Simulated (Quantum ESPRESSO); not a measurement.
# ZnSe (Stilleite) under changes of volume

One of the cells (22.757 Å³/atom); the others are scaled copies at fixed shape and fractional positions:

```
Se Zn
1.0
     0.00000    2.83380    2.83380
     2.83380    0.00000    2.83380
     2.83380    2.83380    0.00000
Se Zn
1 1
Direct
  0.75000 0.75000 0.75000
  0.00000 0.00000 0.00000
```

```yaml
Program: Quantum ESPRESSO 7.5
Functional: BLYP
Dispersion: D3
Potentials_or_basis: Ansatz NC SR PBE
Cutoff: 1170 eV
Density_cutoff: 4680 eV
k_mesh: 8 × 8 × 8
Occupations: fermi-dirac, width 0.05 eV
Spin: no spin polarisation
```

```tsv
volume (Å³/atom)	energy over the lowest point (meV/atom)	pressure (GPa)	gap on the mesh (eV)
21.391	18.11	4.6	1.49
21.846	7.60	2.8	1.39
22.301	?	?	?
22.757	0.00	-0.1	1.21
23.212	1.95	-1.3	1.13
23.667	7.17	-2.4	1.05
24.122	15.30	-3.4	0.97
```

Task: What does the run at 22.301 Å³/atom give?

Result: Energy over the lowest point 1.73 meV/atom; pressure 1.3 GPa; gap on the mesh 1.30 eV.

Worked out: A Birch-Murnaghan fit of order 3 (a polynomial in V^(-2/3)) to the other rows has its minimum at 22.73 Å³/atom with B0 = V·E''(V) = 65 GPa and B' = 4.8. It gives 1.73 meV/atom at 22.301 Å³/atom, against the run's 1.73, and -dE/dV = 1.3 GPa, against 1.3. A straight line through the other rows of the gap, of slope -4.31 eV per unit of ln V (its deformation potential), gives 1.30 eV, against the run's 1.30.

Energies are extrapolated to zero smearing.

Caveats: the potentials were made for another functional, which shifts forces and pressure.

Spin-orbit coupling on Se is left out.
